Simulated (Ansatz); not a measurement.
# KNbO3, space group P4mm: a convergence test of the plane-wave cutoff

Run with the Ansatz DFT code, driven from Python.

Script `run_ecut.py`:
```python
"""Convergence of KNbO3 with the plane-wave cutoff."""

import csv

import ansatz


def main() -> None:
    knbo3 = (
        ansatz.Lattice.of((3.996, 0.0, 0.0), (0.0, 3.996, 0.0), (0.0, 0.0, 4.063))
        .atom("K", (0.0, 0.0, 0.018))
        .atom("Nb", (0.5, 0.5, 0.5))
        .atom("O", (0.5, 0.5, 0.044))
        .atom("O", (0.5, 0.0, 0.54))
        .atom("O", (0.0, 0.5, 0.54))
    )

    base = (
        knbo3.calculation()
        .scf(max_iterations=200)
        .occupations(ansatz.OccupationsMethod.FIXED)
        .functional("pbe")
        .kpoints(6, 6, 6)
        .eigensolver("davidson", mixed_precision=False)
        .stress()
    )

    rows = []
    for value in [300, 375, 450, 525, 600, 675]:
        r = base.basis(value).run().report
        rows.append((value, r["free_energy_ev"] / len(r["lattice"]["sites"]), r["n_iterations"], sum(r["stress_gpa"][i][i] for i in range(3)) / 3, r["n_pw"]))

    with open("ecut.csv", "w", newline="") as handle:
        writer = csv.writer(handle)
        writer.writerow(["cutoff (eV)", "F/atom (eV)", "iterations", "P (GPa)", "plane waves"])
        writer.writerows([round(v, 5) if isinstance(v, float) else v for v in row] for row in rows)

    # the last row is the reference
    for row in rows[:-1]:
        shift = 1000 * (row[1] - rows[-1][1])
        print(f"{row[0]}: {shift:+.2f} meV/atom" + ("  (within 2 meV)" if abs(shift) < 2 else ""))


if __name__ == "__main__":
    main()
```

```console
$ python run_ecut.py
DeckWarning: basis.ecutwfc = 300 eV is below the records' recommended 420 eV, and the density's cutoff is lower with it unless basis.ecutrho_ratio is high enough to keep the records' density cutoff: compare with a run at a higher cutoff
DeckWarning: basis.ecutwfc = 375 eV is below the records' recommended 420 eV, and the density's cutoff is lower with it unless basis.ecutrho_ratio is high enough to keep the records' density cutoff: compare with a run at a higher cutoff
300: +287.43 meV/atom
375: +22.78 meV/atom
450: +1.11 meV/atom  (within 2 meV)
525: +0.50 meV/atom  (within 2 meV)
600: +0.18 meV/atom  (within 2 meV)
```
(Warnings from the package without file and line.)

It writes `ecut.csv`:
```csv
cutoff (eV),F/atom (eV),iterations,P (GPa),plane waves
300,-1559.22803,7,2.68406,747
375,-1559.49268,7,3.32568,1029
450,-1559.51434,7,3.30856,1367
525,-1559.51496,7,3.30849,1783
600,-1559.51528,7,3.30602,2121
675,-1559.51546,7,3.30361,2541
```

From 450 eV on it stays within 2 meV an atom of the value at 675 eV; the first row (300 eV) is off by 287.4 meV and the last but one by 0.18 meV. The energy falls steadily, as expected when plane waves are added. The pressure moves from 2.68 to 3.30 GPa (the program's stress holds a Pulay correction, so it settles early). The last run costs about 3.3 times the first.

Reading the output:
- Spin is left out of this run.
- Pressure is positive in compression.
- The structure is a deposited one; some such entries were measured under pressure or heat, so a shift against it needn't be the functional's error alone.
- Shifts are counted from the last row, which is itself no proven limit.
- Wall time of the script: 54 s on 1 thread of Arm Neoverse V2, with other jobs on the host, peak memory 0.41 GiB.
